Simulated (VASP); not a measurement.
Runs of VASP 6.6.1 on MoS2. It takes space group R3m (No. 160, trigonal). The conventional cell has a = 3.160 Å, b = 3.160 Å, c = 18.450 Å, α = 90.00°, β = 90.00°, γ = 120.00°. Around Mo (site symmetry 3m) lie 6 S at 2.39 Å. Around S (site symmetry 3m) lie 3 Mo at 2.39 Å. Around S (site symmetry 3m) lie 3 Mo at 2.39 Å. Measurements of this composition are mostly on another form, of space group No. 194.

```csv
task,level,potentials or basis,spin,k mesh,smearing,ladder,k mesh for the DOS,occupations for the DOS,gap on the mesh (eV),pressure (GPa),V0 of scaled cells (Å³/atom),B0 (GPa),largest force (eV/Å)
band structure,LDA,"VASP PAW LDA potentials, release 64 (Mo_sv, S)",off,10 × 10 × 10,gaussian 0.02 eV,gaps,-,-,0.89,-,-,-,-
equation of state,PBE,"VASP PAW PBE potentials, release 64 (Mo_sv, S)",off,10 × 10 × 10,fermi-dirac 0.05 eV,-,-,-,-,-,18.35,141,-
band structure,TB-mBJ,"VASP PAW PBE potentials, release 64 (Mo_sv, S)",off,10 × 10 × 10,gaussian 0.02 eV,gaps,-,-,1.15,-,-,-,-
single point,RPBE,"VASP PAW PBE potentials, release 54 (Mo_sv, S)",off,10 × 10 × 10,gaussian 0.05 eV,-,-,-,1.02,(c),-,-,0.57
equation of state,PBEsol,"VASP PAW PBE potentials, release 64 (Mo_sv, S)",off,10 × 10 × 10,fermi-dirac 0.05 eV,free,-,-,-,-,17.77,154,-
single point,PBE,"VASP PAW PBE potentials, release 64 (Mo_sv, S)",off,10 × 10 × 10,fermi-dirac 0.05 eV,-,-,-,0.97,5.2,-,-,(b)
band structure,r2SCAN,"VASP PAW PBE potentials, release 64 (Mo_sv, S)",off,10 × 10 × 10,gaussian 0.02 eV,gaps,-,-,(a),4.2,-,-,0.37
```

Alike in all rows: cell as given; cutoff (eV) 520.

Q: Estimate the missing entries.

A: (a) 1.07; (b) 0.51; (c) 7.8.

Caveats: the PAW data sets were made with another functional, which shifts forces and pressure a little (some runs); the cell was scaled at fixed shape and fractional positions, which overstates the stiffness of a crystal with free parameters, most of all of layers and chains (some runs); the mesh misses the band edges, which the band path finds closer together (some runs).

A k mesh can miss the band edges, and the runs leave out spin-orbit coupling on Mo.

Not every run made on this cell is shown here.
